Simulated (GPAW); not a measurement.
# Does TiAl15As16 (AlAs32 Ti1) carry moments in GPAW?, part 2 of 2

Aim: find out whether TiAl15As16 (AlAs32 Ti1) carries moments when they start parallel, and what they gain.

GPAW 26.7.0; PBE; plane waves with GPAW's PAW setups, scalar-relativistic.

So far. Step 2 (Start 1: ferro +): After 29 cycles the largest moment stands at 0.655 μB.

### 3. Start 2: no spin polarisation

A run without seeds gives the zero against which the gain from the moments is read.

The input, nospin.py:

```python
import json
import numpy as np
from ase import Atoms
from ase.parallel import paropen, parprint
from gpaw import GPAW

atoms = Atoms(['Ti', 'As', 'Al', 'As', 'Al', 'As', 'Al', 'As', 'Al', 'As', 'Al', 'As', 'Al', 'As', 'Al', 'As', 'Al', 'As', 'Al', 'As', 'Al', 'As', 'Al', 'As', 'Al', 'As', 'Al', 'As', 'Al', 'As', 'Al', 'As'],
    cell=[[11.322, 0.0, 0.0],
         [0.0, 11.322, 0.0],
         [0.0, 0.0, 5.661]],
    scaled_positions=[[0.0, 0.0, 0.0],
         [0.125, 0.125, 0.25],
         [0.0, 0.25, 0.5],
         [0.125, 0.375, 0.75],
         [0.25, 0.0, 0.5],
         [0.375, 0.125, 0.75],
         [0.25, 0.25, 0.0],
         [0.375, 0.375, 0.25],
         [0.0, 0.5, 0.0],
         [0.125, 0.625, 0.25],
         [0.0, 0.75, 0.5],
         [0.125, 0.875, 0.75],
         [0.25, 0.5, 0.5],
         [0.375, 0.625, 0.75],
         [0.25, 0.75, 0.0],
         [0.375, 0.875, 0.25],
         [0.5, 0.0, 0.0],
         [0.625, 0.125, 0.25],
         [0.5, 0.25, 0.5],
         [0.625, 0.375, 0.75],
         [0.75, 0.0, 0.5],
         [0.875, 0.125, 0.75],
         [0.75, 0.25, 0.0],
         [0.875, 0.375, 0.25],
         [0.5, 0.5, 0.0],
         [0.625, 0.625, 0.25],
         [0.5, 0.75, 0.5],
         [0.625, 0.875, 0.75],
         [0.75, 0.5, 0.5],
         [0.875, 0.625, 0.75],
         [0.75, 0.75, 0.0],
         [0.875, 0.875, 0.25]],
    pbc=True)
atoms.calc = GPAW(mode={'name': 'pw', 'ecut': 450},
    xc='PBE',
    kpts={'size': (3, 3, 5), 'gamma': True},
    occupations={'name': 'fermi-dirac', 'width': 0.05},
    convergence={'density': 1e-05, 'energy': 1e-05},
    maxiter=200,
    mixer={'name': 'pulay', 'beta': 0.05, 'nmaxold': 6, 'weight': 50},
    symmetry={'tolerance': 1e-4},
    txt='nospin.txt')
e = atoms.get_potential_energy(force_consistent=True)
res = {'free_energy': e, 'energy_sigma0': atoms.get_potential_energy(), 'fermi_energy': atoms.calc.get_fermi_level()}
parprint(f'free energy: {e:.6f} eV')
atoms.calc.write('nospin.gpw')
with paropen('results.json', 'w') as f:
    json.dump(res, f)
```

On the command line:

```bash
OMP_NUM_THREADS=1 mpirun -n 4 gpaw python nospin.py > nospin.log
```

Log:

```text
free energy: -151.366682 eV

--- nospin.txt ---
Input parameters:
  mode=PW(ecut=450),
  convergence={'density': 1e-05, 'energy': 1e-05},
  kpts=MonkhorstPack(size=(3, 3, 5), gamma=True),
  maxiter=200,
  mixer=Pulay(name='pulay', nmaxold=6, beta=0.05, weight=50, sigma=0.015, g_ss=None),
  occupations=Occupations(name='fermi-dirac', width=0.05),
  symmetry=Symmetry(tolerance=0.0001),
  xc=XC(name='PBE')

Diagonalizing LCAO Hamiltonian
Converting LCAO to pw mode
        .---------------------------.
       /|                           |
      / |                           |
     /  |  As            As         |
    /   |       As            As    |
   /  Al|           Al              |
  /    As         As As         As  |
 *      .--Al------------Al---------.
 |     / As As         As As       /
 | Al /      Al  Al        Al     /
 |   Al Al    As   Al Al    As   /
 |  /As            As           /
 | /      Al            Al     /
 |/                           /
 Ti------------Al------------*

Atoms  # Å, Bohr magnetons
|    | symbol |        x |        y |        z |    initial magnetic moments |
|----|--------|----------|----------|----------|-----------------------------|
|  0 |     Ti | 0.000000 | 0.000000 | 0.000000 | ( 0.0000,  0.0000,  0.0000) |
|  1 |     As | 1.415250 | 1.415250 | 1.415250 | ( 0.0000,  0.0000,  0.0000) |
|  2 |     Al | 0.000000 | 2.830500 | 2.830500 | ( 0.0000,  0.0000,  0.0000) |
|  3 |     As | 1.415250 | 4.245750 | 4.245750 | ( 0.0000,  0.0000,  0.0000) |
|  4 |     Al | 2.830500 | 0.000000 | 2.830500 | ( 0.0000,  0.0000,  0.0000) |
|  5 |     As | 4.245750 | 1.415250 | 4.245750 | ( 0.0000,  0.0000,  0.0000) |
|  6 |     Al | 2.830500 | 2.830500 | 0.000000 | ( 0.0000,  0.0000,  0.0000) |
|  7 |     As | 4.245750 | 4.245750 | 1.415250 | ( 0.0000,  0.0000,  0.0000) |
|  8 |     Al | 0.000000 | 5.661000 | 0.000000 | ( 0.0000,  0.0000,  0.0000) |
|  9 |     As | 1.415250 | 7.076250 | 1.415250 | ( 0.0000,  0.0000,  0.0000) |
| 10 |     Al | 0.000000 | 8.491500 | 2.830500 | ( 0.0000,  0.0000,  0.0000) |
| 11 |     As | 1.415250 | 9.906750 | 4.245750 | ( 0.0000,  0.0000,  0.0000) |
| 12 |     Al | 2.830500 | 5.661000 | 2.830500 | ( 0.0000,  0.0000,  0.0000) |
| 13 |     As | 4.245750 | 7.076250 | 4.245750 | ( 0.0000,  0.0000,  0.0000) |
| 14 |     Al | 2.830500 | 8.491500 | 0.000000 | ( 0.0000,  0.0000,  0.0000) |
| 15 |     As | 4.245750 | 9.906750 | 1.415250 | ( 0.0000,  0.0000,  0.0000) |
| 16 |     Al | 5.661000 | 0.000000 | 0.000000 | ( 0.0000,  0.0000,  0.0000) |
| 17 |     As | 7.076250 | 1.415250 | 1.415250 | ( 0.0000,  0.0000,  0.0000) |
| 18 |     Al | 5.661000 | 2.830500 | 2.830500 | ( 0.0000,  0.0000,  0.0000) |
| 19 |     As | 7.076250 | 4.245750 | 4.245750 | ( 0.0000,  0.0000,  0.0000) |
| 20 |     Al | 8.491500 | 0.000000 | 2.830500 | ( 0.0000,  0.0000,  0.0000) |
| 21 |     As | 9.906750 | 1.415250 | 4.245750 | ( 0.0000,  0.0000,  0.0000) |
| 22 |     Al | 8.491500 | 2.830500 | 0.000000 | ( 0.0000,  0.0000,  0.0000) |
| 23 |     As | 9.906750 | 4.245750 | 1.415250 | ( 0.0000,  0.0000,  0.0000) |
| 24 |     Al | 5.661000 | 5.661000 | 0.000000 | ( 0.0000,  0.0000,  0.0000) |
| 25 |     As | 7.076250 | 7.076250 | 1.415250 | ( 0.0000,  0.0000,  0.0000) |
| 26 |     Al | 5.661000 | 8.491500 | 2.830500 | ( 0.0000,  0.0000,  0.0000) |
| 27 |     As | 7.076250 | 9.906750 | 4.245750 | ( 0.0000,  0.0000,  0.0000) |
| 28 |     Al | 8.491500 | 5.661000 | 2.830500 | ( 0.0000,  0.0000,  0.0000) |
| 29 |     As | 9.906750 | 7.076250 | 4.245750 | ( 0.0000,  0.0000,  0.0000) |
| 30 |     Al | 8.491500 | 8.491500 | 0.000000 | ( 0.0000,  0.0000,  0.0000) |
| 31 |     As | 9.906750 | 9.906750 | 1.415250 | ( 0.0000,  0.0000,  0.0000) |

Unit cell  # Å
| periodic |         x |         y |        z |   lengths |    angles |
|----------|-----------|-----------|----------|-----------|-----------|
|      yes | 11.322000 |  0.000000 | 0.000000 | 11.322000 | 90.000000 |
|      yes |  0.000000 | 11.322000 | 0.000000 | 11.322000 | 90.000000 |
|      yes |  0.000000 |  0.000000 | 5.661000 |  5.661000 | 90.000000 |

Number of symmetries: 8

BZ-sampling:
  Number of BZ points: 45
  Number of IBZ points: 9

  Monkhorst-Pack size: [3, 3, 5]
  Monkhorst-Pack shift: [0, 0, 0]

Plane wave coefficients: 15772
Cutoff: 450.000000 eV

Spin-components: 1 (collinear spins)
Bands:           87
Projectors:      161
Spin-degeneracy: 2
Datatype:        complex128

Parallelization:
  kpt:    2
  domain: 2
  band:   1

Density:
  Valence electrons: 137.0
  Components: 1
  Grid points: [56 56 28]
  Charge: 0.0  # |e|

Potential:
  Grid points: [56 56 28]

[... setups left out ...]
Reference energy: -1106322.940857  # eV

eigensolver:
  PPCG
  Converge bands: occupied
  niter=2

density mixing:
  Pulay-Mixer
  Linear mixing parameters: 0.05
  Old densities: 6
  Fourier metric: weight=50, sigma=0.015

occupation numbers:
  Fermi-Dirac:
    width: 0.0500  # eV

poisson solver:
  ecut: 3600.000000  # eV

xc functional:
  name: PBE with 2 nearest neighbor stencil

convergence criteria:
- Maximum integral of absolute [dens]ity change: 1e-05 electrons / valence electron
- Maximum [total energy] change in last 3 cyles: 1e-05 eV / valence electron
- Maximum integral of absolute [eigenst]ate change: 4e-08 eV^2 / valence electron
maximum number of iterations: 200

SCF iterations
|iter     |      energy | eigst |  dens |
|---------|-------------|-------|-------|
|iter:   1|       0s | -153.377509 | -0.35 |       |
|iter:   2|       7s | -153.074101 | -1.88 | -0.86 |
|iter:   3|      14s | -151.257555 | -1.45 | -0.89 |
|iter:   4|      22s | -151.345090 | -1.93 | -1.19 |
|iter:   5|      29s | -151.357280 | -1.90 | -1.36 |
|iter:   6|      37s | -151.350776 | -3.79 | -1.98 |
|iter:   7|      44s | -151.336283 | -2.46 | -2.04 |
|iter:   8|      51s | -151.329014 | -3.18 | -2.33 |
|iter:   9|      59s | -151.329137 | -3.54 | -2.38 |
|iter:  10|      66s | -151.327547 | -4.93 | -2.59 |
|iter:  11|      73s | -151.326919 | -4.46 | -2.73 |
|iter:  12|      81s | -151.326857c| -5.18 | -2.90 |
|iter:  13|      88s | -151.326714c| -5.38 | -2.97 |
|iter:  14|      95s | -151.326714c| -6.23 | -3.10 |
|iter:  15|     103s | -151.326827c| -6.20 | -3.12 |
|iter:  16|     111s | -151.326842c| -5.86 | -3.44 |
|iter:  17|     120s | -151.326842c| -7.38 | -3.87 |
|iter:  18|     124s | -151.326843c| -7.50c| -3.93 |
|iter:  19|     133s | -151.326841c| -7.70c| -4.02 |
|iter:  20|     138s | -151.326842c| -8.26c| -4.19 |
|iter:  21|     146s | -151.326847c| -7.71c| -4.20 |
|iter:  22|     151s | -151.326844c| -7.78c| -4.44 |
|iter:  23|     155s | -151.326846c| -7.78c| -4.59 |
|iter:  24|     159s | -151.326846c| -8.57c| -4.84 |
|iter:  25|     163s | -151.326846c| -9.27c| -4.88 |
|iter:  26|     167s | -151.326846c| -8.46c| -4.91 |
|iter:  27|     171s | -151.326846c| -8.97c| -5.23c|

Converged in 27 steps
Energy contributions relative to reference atoms: (reference = -1106322.940857)

Energy contributions:
  Kinetic:         322.783065
  Coulomb:        -286.978750
  Zero:             -0.308529
  External:          0.000000
  Xc:             -186.782795
  Entropy:          -0.079672
  Spinorbit:         0.000000
  ----------------------------
  Free energy:    -151.366682
  Extrapolated:   -151.326846

dipole moment: (-94.080036, -94.080036, -85.821317)  # |e|*Ang

Fermi level: 5.637
Eigenvalues  # (at kpt = [0.000, 0.000, 0.000])
| band index |      eig [eV] | occ [0-2] |
|------------|---------------|-----------|
|          0 |       -52.029 |     2.000 |
|        ... |               |           |
|         62 |         3.455 |     2.000 |
|         63 |         3.460 |     2.000 |
|         64 |         3.460 |     2.000 |
|         65 |         4.159 |     2.000 |
|         66 |         4.180 |     2.000 |
|         67 |         4.180 |     2.000 |
|         68 |         5.530 |     1.790 |
|         69 |         5.540 |     1.749 |
|         70 |         5.702 |     0.429 |
|         71 |         5.736 |     0.243 |
|         72 |         5.736 |     0.243 |
|         73 |         6.452 |     0.000 |
|         74 |         6.638 |     0.000 |
|         75 |         6.782 |     0.000 |
|         76 |         6.782 |     0.000 |
|         77 |         6.807 |     0.000 |
|        ... |               |           |
|         86 |         8.058 |     0.000 |

No gap
No difference between direct/indirect transitions
```

It took 3 min on 4 MPI ranks of Arm Neoverse V2, shared host; peak memory 1.5 GiB.

Read from the output:

- final state: non-magnetic (no spin polarisation)

It lies 124 meV a seeded atom over the first start.

### 4. Energies of the orders

Energies are divided by the number of seeded atoms, so that cells of unlike size compare.

Orders:

```
               start    final state  typed order kept  energy over the lowest (meV a seeded atom)  largest site moment (μB)  net moment (μB a primitive cell)  mesh matched  CPU time (s)
             ferro +  ferromagnetic               yes                                           0                    0.6555                            0.9997           yes          1450
no spin polarisation   non-magnetic                 -                                       123.7                         0                                 0           yes         730.9
```

### 5. Summary of results

* lower run: with moments
* largest site moment: 0.655 μB
* energy gained by spin polarisation: 124 meV a seeded atom

In words: The crystal holds moments, up to 0.655 μB, and gains 124 meV a seeded atom by them. No antiferromagnetic order was tried, so the session says nothing on how the moments order.

[Long decimals in the printed logs are rounded to 6 places.]

[Logs and program files are shortened in this print: banners, set-up blocks, solver, clock and traceback lines can be left out without a mark of their own.]

[Logs are printed without paths, hosts, clocks, repeated set-up lines and the standing remarks that a program may print on its own settings, such as how far it seeks lower states.]

[Hosts, paths, dates, database ids (printed as entryN), source tags and the programs' standing remarks are cut or masked in the printed files.]

[Where the starting crystal was built by hand or by swapping elements, it need not be the compound's stable phase.]

[Where a cell is said to come from a database of computed structures, the database is the Materials Project.]

[Runs that the program refused, that were killed for memory or that had too few empty states are not shown or counted.]

[Lattice constants of own cells that a recipe calls measured were typed without a cited source.]
